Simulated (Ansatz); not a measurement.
The system is TaN.

```
Ta N
1.0
     2.93800    0.00000    0.00000
    -1.46900    2.54438    0.00000
     0.00000    0.00000    2.88300
Ta N
1 1
Direct
  0.33333 0.66667 0.50000
  0.00000 0.00000 0.00000
```

* Program: Ansatz 0.2.0
* Task: relaxation of cell and atoms
* Functional: RPBE
* Potentials or basis: Ansatz PAW
* Cutoff: 420 eV (not typed: the program's choice for these potentials)
* k mesh: 10 × 10 × 9
* Occupations: fermi-dirac, width 0.05 eV
* Spin: no spin polarisation

At the start: volume 10.78 Å³/atom.

Q: Where does the relaxation end?

A: It ends after 7 steps and the volume is 11.07 Å³/atom (+2.8 %); space group P-6m2 (No. 187, to 0.05 Å).

Step by step:
```tsv
step	energy change (eV)	largest force (eV/Å)	volume (Å³)
1	0.0000	0.0000	21.55
2	-0.0087	0.0000	22.47
3	-0.0144	0.0000	22.17
4	-0.0155	0.0000	22.14
5	-0.0172	0.0000	22.14
6	-0.0172	0.0000	22.15
7	-0.0173	0.0000	22.15
```

Final structure:
```
CELL_PARAMETERS angstrom
2.96369 0.00000 0.00000
-1.48184 2.56663 0.00000
0.00000 0.00000 2.91175
ATOMIC_POSITIONS crystal
Ta 0.33333 0.66667 0.50000
N 0.00000 0.00000 0.00000
```

Caveat: the plane-wave basis is chosen anew once the cell has moved, so the energies of steps on either side of that aren't comparable; the pressure holds a Pulay correction of +0.4 GPa for the finite cutoff; the PAW data sets come from PBE, with cores solved anew for the run's functional, which leaves a small shift of forces and pressure.
